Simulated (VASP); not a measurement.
# Tl: convergence, energy difference of two geometries

Tl, Im-3m (no. 229), 1 atom in the cell. AM05, energy difference of two geometries; PAW potentials Tl_d (PBE set). VASP 6.6.1.

Wanted: energy difference within 0.5 meV/atom.

What the run is for: energy difference; Accuracy asked: standard; Second geometry: volume scaled by 1.04.

The series start from Plane-wave cutoff (eV): 310; Smearing width (eV): 0.1; k-point mesh: 13 × 13 × 13; Electronic threshold (eV): 1e-6; Aspherical gradient terms in the spheres (LASPH): yes; Electronic algorithm: ALGO=Normal. Each series keeps the choices made before it, and each single choice may use up half of a tolerance. Times cover all steps of a run.

## Plane-wave cutoff (eV)

| Plane-wave cutoff (eV) | Energy difference (meV/atom) | Time (s) |
|---|---|---|
| 190 | 15.84 | 4.9 |
| 240 | 10.47 | 8.5 |
| 270 | 10.38 | 7.9 |
| 310 | 10.43 | 9.2 |
| 350 | 10.23 | 10 |
| 410 | 10.07 | 11 |
| 490 | 10.06 | 16 |
| 610 (reference) | 10.05 | 21 |

Chosen: 350, the loosest value from which every tighter one stays within half of the tolerance.

## Smearing width (eV)

| Smearing width (eV) | Energy difference (meV/atom) | Time (s) |
|---|---|---|
| 0.4 | 10.17 | 12 |
| 0.3 | 10.03 | 11 |
| 0.2 | 10.21 | 12 |
| 0.15 | 10.26 | 12 |
| 0.1 | 10.23 | 10 |
| 0.05 (reference) | 10.29 | 11 |

Chosen: 0.2.

## k-point mesh

| k-point mesh | Energy difference (meV/atom) | Time (s) |
|---|---|---|
| 4 × 4 × 4 | 2.51 | 4.7 |
| 6 × 6 × 6 | 9.64 | 5.3 |
| 7 × 7 × 7 | 11.91 | 5.4 |
| 9 × 9 × 9 | 11.71 | 7.2 |
| 11 × 11 × 11 | 11.83 | 8.4 |
| 13 × 13 × 13 | 10.21 | 12 |
| 16 × 16 × 16 | 10.68 | 15 |
| 19 × 19 × 19 | 10.85 | 20 |
| 22 × 22 × 22 (reference) | 10.75 | 29 |

Chosen: 16 × 16 × 16.

## Electronic threshold (eV)

| Electronic threshold (eV) | Energy difference (meV/atom) | Time (s) |
|---|---|---|
| 0.001 | 10.68 | 10 |
| 0.0001 | 10.68 | 12 |
| 1e-5 | 10.68 | 13 |
| 1e-6 | 10.68 | 15 |
| 1e-7 | 10.68 | 15 |
| 1e-8 (reference) | 10.68 | 17 |

Chosen: 0.001.

## Aspherical gradient terms in the spheres (LASPH)

| Aspherical gradient terms in the spheres (LASPH) | Energy difference (meV/atom) | Time (s) |
|---|---|---|
| yes | 10.68 | 10 |
| no | 10.68 | 9.7 |

Chosen: yes; no other choice that stays within half of the tolerance saves 30 % of the time.

## Electronic algorithm

| Electronic algorithm | Energy difference (meV/atom) | Time (s) |
|---|---|---|
| ALGO=Normal | 10.68 | 10 |
| ALGO=Fast | 10.68 | 11 |
| ALGO=VeryFast | 10.68 | 16 |
| ALGO=All ISEARCH=1 | 10.68 | 14 |
| ALGO=All ISEARCH=0 | 10.68 | 13 |
| ALGO=Damped TIME=0.4 | 10.68 | 14 |
| ALGO=Damped TIME=0.1 | 10.57 | 14 |
| ALGO=Old Fast | 10.68 | 11 |

Chosen: ALGO=Normal.

## All choices together

| Input | Energy difference (meV/atom) | Time (s) |
|---|---|---|
| the program's defaults (naive) | 3.99 | 1.5 |
| chosen settings | 10.68 | 10 |
| reference settings throughout | 10.47 | 79 |

The tolerance is met.

## The input

INCAR:
```
SYSTEM = Tl
GGA      = AM             ! functional
ISMEAR   = 1              ! smearing method
SIGMA    = 0.2            ! smearing width, eV
LWAVE    = .False.        ! write WAVECAR
LCHARG   = .False.        ! write CHGCAR
ISIF     = 2              ! what is computed and relaxed
PREC     = Accurate       ! precision mode
LASPH    = .True.         ! aspherical terms in the spheres
LREAL    = .False.        ! projectors in reciprocal space
ALGO     = Normal         ! electronic algorithm
EDIFF    = 0.001          ! SCF threshold, eV
NELM     = 120            ! most SCF steps
GGA_COMPAT= .False.      
ENCUT    = 350            ! plane-wave cutoff, eV
```

KPOINTS:
```
Automatic mesh
0
Gamma
  16 16 16
  0 0 0
```

POSCAR.step1:
```
Tl
1.0
   -1.9559951735      1.9559951735      1.9559951735
    1.9559951735     -1.9559951735      1.9559951735
    1.9559951735      1.9559951735     -1.9559951735
Tl
1
Direct
    0.0000000000      0.0000000000      0.0000000000
```

POSCAR.step2:
```
Tl
1.0
   -1.9817349039      1.9817349039      1.9817349039
    1.9817349039     -1.9817349039      1.9817349039
    1.9817349039      1.9817349039     -1.9817349039
Tl
1
Direct
    0.0000000000      0.0000000000      0.0000000000
```

Commands (each step's output is kept before the next begins):
```
cat potpaw_PBE.64/Tl_d/POTCAR > POTCAR
cp POSCAR.step1 POSCAR
mpirun -np 1 vasp_std > vasp.out
cp POSCAR.step2 POSCAR
mpirun -np 1 vasp_std > vasp.out
```

The chosen input took VASP 6.6.1 10 s on 1 core (Intel Xeon 6975P-C (Granite Rapids)), a shared host.

## An input that fails: damping step far too long

The electronic loop stops at its limit of 61 steps.

Changes against the starting input:
```
- ALGO = Normal
- NELM = 120
+ ALGO = Damped
+ NELM = 61
+ TIME = 4.0
```
